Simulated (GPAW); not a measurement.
Runs of GPAW 26.7.0 on Hf. The structure is cubic, space group Im-3m (No. 229). Conventional cell: a = 3.610 Å, b = 3.610 Å, c = 3.610 Å, α = 90.00°, β = 90.00°, γ = 90.00°. Around Hf (site symmetry m-3m) lie 8 Hf at 3.13 Å. This isn't the form of Hf at room conditions, which is hcp.

```tsv
task	level	potentials or basis	k mesh	cutoff (eV)	eigensolver	maxiter	convergence	hybrids on these orbitals	mesh quality	gap on the mesh (eV)	pressure (GPa)	V0 of scaled cells (Å³/atom)	B0 (GPa)
equation of state	OLYP	PAW data sets generated in the run's folder for this functional, pw	10 × 10 × 10	600	davidson	150	-	-	not flagged	-	-	22.42	(b)
equation of state	RPBE	the program's PAW data sets (release 1.2.1) made for this functional, pw	10 × 10 × 10	600	-	150	-	-	not flagged	-	-	23.06	(a)
single point	LDA	the program's PAW data sets (release 1.2.1) made for this functional, pw	8 × 8 × 8	500	-	120	default	-	not flagged	none	-12.6	-	-
one-shot levels on a semilocal density	PBE	GPAW PAW data sets (gpaw-data 1.2.1), pw	6 × 6 × 6	500	-	150	-	["HSE06", "B3LYP", "HSE03"]	coarse	none	-4.1	-	-
```

Alike in all rows: no spin polarisation; cell as given; smearing fermi-dirac 0.05 eV.

Q: Estimate the missing entries.

A: (a) 98; (b) 100.

Caveats: some runs use coarse meshes; the cutoff is short for stress and forces, so pressures can be off by a GPa or more (some runs); one-shot exact exchange on a metal's smeared states is rough (some runs).

A k mesh can miss the band edges, and the runs leave out spin-orbit coupling on Hf.

A gap of «none» marks a metal or a gap under the smearing width.
